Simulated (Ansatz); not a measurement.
**Li: from a trial structure to a relaxed crystal**

Level of theory: Ansatz, DFT PBEsol, scalar-relativistic, plane waves, PAW. Cutoff 420 eV, Γ-centred k mesh, Gaussian smearing, no spin polarisation in the final step.

The start puts Li on the simple hexagonal structure type (P6/mmm, No. 191), at a guessed volume.

```
Li
1.0
     2.94647    0.00000    0.00000
    -1.47323    2.55172    0.00000
     0.00000    0.00000    2.75311
Li
1
Direct
  0.00000 0.00000 0.00000
```

Cell and atoms relax at zero pressure; the relaxation can't lower the symmetry of the start.

Energies count from the standard state of Li at the same level.

Task: Describe the relaxed structure.

Result: It keeps P6/mmm (No. 191). The result has the simple hexagonal structure. Conventional cell: a = 2.936 Å, c = 2.714 Å. Li is coordinated by 2 Li at 2.71 Å and 6 Li at 2.94 Å.

```cif
data_structure
_symmetry_space_group_name_H-M 'P6/mmm'
_symmetry_Int_Tables_number 191
_cell_length_a 2.9365
_cell_length_b 2.9365
_cell_length_c 2.7136
_cell_angle_alpha 90.000
_cell_angle_beta 90.000
_cell_angle_gamma 120.000
_cell_volume 20.26
loop_
_atom_site_label
_atom_site_type_symbol
_atom_site_symmetry_multiplicity
_atom_site_Wyckoff_symbol
_atom_site_fract_x
_atom_site_fract_y
_atom_site_fract_z
_atom_site_occupancy
Li1 Li 1 a 0.00000 0.00000 0.00000 1
```

Task: What are its volume, energy, density and gap?

Result: The volume per atom is 20.26 Å³. The density is 0.57 g/cm³ and the energy over the standard structure is 0.07 eV/atom. The gap on the 21×21×20 mesh is 0 eV (a metal).

The final run used a 21×21×20 mesh on its 1-atom cell and 0.10 eV smearing. The k mesh leaves about 4 meV/atom of noise in metals. A later test with randomly moved atoms lowered the energy by 69 meV/atom on a coarse mesh, so it isn't stable against such moves and is likely a saddle point held by symmetry.